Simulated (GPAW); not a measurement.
CaSe:

```xyz
2
Lattice="0.0000 2.9560 2.9560 2.9560 0.0000 2.9560 2.9560 2.9560 0.0000" Properties=species:S:1:pos:R:3 pbc="T T T"
Se    2.9560    2.9560    2.9560
Ca    0.0000    0.0000    0.0000
```

Base run:

* Program: GPAW 26.7.0
* Functional: LDA
* Potentials or basis: the program's PAW data sets (release 1.2.1) made for this functional
* Cutoff: 450 eV
* Basis: pw
* k mesh: 6 × 6 × 6
* Occupations: fermi-dirac, width 0.05 eV
* Spin: no spin polarisation

Its results: band gap on the k mesh 1.89 eV, indirect (least direct gap 2.84 eV).

Q: The run is repeated on the same cell with these changes: functional from LDA to HSE06; potentials or basis from the program's PAW data sets (release 1.2.1) made for this functional to GPAW PAW data sets (gpaw-data 1.2.1). What comes out?

A: Band gap on the k mesh 3.00 eV, indirect (least direct gap 4.05 eV).

A k mesh can miss the band edges.
